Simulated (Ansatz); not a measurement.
BN (rocksalt): G0W0 against its settings

BN (rocksalt), relaxed with r2SCAN; one-shot G0W0 in Ansatz without spin-orbit coupling. Simulation only: spin-unpolarised, and no claim that this is the phase found in nature.

```cif
data_structure
_symmetry_space_group_name_H-M 'Fm-3m'
_symmetry_Int_Tables_number 225
_cell_length_a 3.4917
_cell_length_b 3.4917
_cell_length_c 3.4917
_cell_angle_alpha 90.000
_cell_angle_beta 90.000
_cell_angle_gamma 90.000
_cell_volume 42.57
loop_
_atom_site_label
_atom_site_type_symbol
_atom_site_symmetry_multiplicity
_atom_site_Wyckoff_symbol
_atom_site_fract_x
_atom_site_fract_y
_atom_site_fract_z
_atom_site_occupancy
B1 B 4 a 0.00000 0.00000 0.00000 1
N1 N 4 b 0.50000 0.00000 0.00000 1
```

Gaps are read over the mesh points alone. G0W0 values are finite-basis, finite-mesh values.
```
 start       potentials      frequency model      mesh  empty bands  screening cutoff (eV)  Kohn-Sham gap (eV)  G0W0 gap (eV)
   PBE              PAW  contour deformation     8×8×8           24                    100                1.34           1.78
   PBE              PAW  contour deformation     8×8×8           58                    180                1.34           1.92
   PBE              PAW  contour deformation     8×8×8          113                    260                1.34           2.00
 HSE06              PAW  contour deformation     8×8×8           58                    180                2.33           2.25
r2SCAN              PAW  contour deformation     8×8×8           58                    180                1.49           1.97
  PBE0              PAW  contour deformation     8×8×8           58                    180                3.07           2.38
   PBE              PAW     Godby-Needs pole     8×8×8           58                    180                1.34           1.87
   PBE              PAW  contour deformation  12×12×12           20                     80                1.20           1.58
   PBE  norm-conserving  contour deformation     8×8×8           58                    180                1.35           1.96
```

The quasiparticle gap on this mesh is 2.00 eV (k = (0, 1/8, -1/4) to X), against 1.34 eV from PBE: +0.66 eV. Renormalisation factors Z lie between 0.75 and 0.84.

Raising bands and cutoff together moves the gap by +0.14 eV (100 to 180 eV), then +0.08 eV (180 to 260 eV); the last step is still large, so the basis limit isn't reached. Starting from HSE06 (2.33 eV against PBE's 1.34 eV) gives 2.25 eV, +0.33 eV from G0W0@PBE at the same screening cutoff. Starting from r2SCAN (1.49 eV against PBE's 1.34 eV) gives 1.97 eV, +0.05 eV from G0W0@PBE at the same screening cutoff. Starting from PBE0 (3.07 eV against PBE's 1.34 eV) gives 2.38 eV, +0.46 eV from G0W0@PBE at the same screening cutoff. The Godby-Needs plasmon pole differs from contour deformation by -0.05 eV. Norm-conserving potentials (wave cutoff 1240 eV against 420 eV) shift the quasiparticle gap by +0.04 eV and the PBE gap by +0.01 eV. r2SCAN runs take a wave cutoff of 500 eV.

Coordinates of k points refer to the reciprocal vectors of the primitive cell of the runs.
